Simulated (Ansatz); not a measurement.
Si2W:

```
W Si
1.0
     4.61685    0.00000    0.00000
    -2.30843    3.99831    0.00000
     0.00000    0.00000    6.65322
W Si
3 6
Cartesian
  2.3084 0.0000 3.3266
  1.1542 1.9992 5.5444
  -1.1542 1.9992 1.1089
  1.1332 0.6542 1.1089
  3.4837 0.6542 5.5444
  0.0000 1.3085 3.3266
  1.1753 3.3441 1.1089
  -1.1753 3.3441 5.5444
  2.3084 2.6899 3.3266
```

Measurements of this composition are mostly on another form, of space group No. 139.

| Property | Result |
| --- | --- |
| Program | Ansatz 0.2.0 |
| Task | relaxation of cell and atoms |
| Functional | PBEsol |
| Potentials or basis | Ansatz PAW |
| Cutoff | 420 eV (not typed: the program's choice for these potentials) |
| k mesh | 7 × 7 × 4 |
| Occupations | fermi-dirac, width 0.05 eV |
| Spin | no spin polarisation |

At the start: volume 13.65 Å³/atom.

**Question.** How do energy, volume and symmetry change on relaxing?

**Answer.** It ends after 5 steps and the volume is 13.31 Å³/atom (-2.5 %); space group P6_222 (No. 180, to 0.05 Å).

Step by step:
```csv
step,energy change (eV),largest force (eV/Å),volume (Å³)
1,0.0000,0.0354,122.82
2,-0.0432,0.0739,118.35
3,-0.0559,0.0074,119.82
4,-0.0559,0.0024,119.76
5,-0.0552,0.0024,119.76
```

Final structure:
```cif
data_structure
_symmetry_space_group_name_H-M 'P 1'
_symmetry_Int_Tables_number 1
_cell_length_a 4.5765
_cell_length_b 4.5765
_cell_length_c 6.6023
_cell_angle_alpha 90.000
_cell_angle_beta 90.000
_cell_angle_gamma 120.000
_cell_volume 119.76
loop_
_atom_site_label
_atom_site_type_symbol
_atom_site_fract_x
_atom_site_fract_y
_atom_site_fract_z
_atom_site_occupancy
W1 W 0.50000 0.00000 0.50000 1
W2 W 0.50000 0.50000 0.83333 1
W3 W 0.00000 0.50000 0.16667 1
Si1 Si 0.32761 0.16380 0.16667 1
Si2 Si 0.83620 0.16380 0.83333 1
Si3 Si 0.16380 0.32761 0.50000 1
Si4 Si 0.67239 0.83620 0.16667 1
Si5 Si 0.16380 0.83620 0.83333 1
Si6 Si 0.83620 0.67239 0.50000 1
```

Caveat: the plane-wave basis is chosen anew once the cell has moved, so the energies of steps on either side of that aren't comparable; the PAW data sets come from PBE, with cores solved anew for the run's functional, which leaves a small shift of forces and pressure.
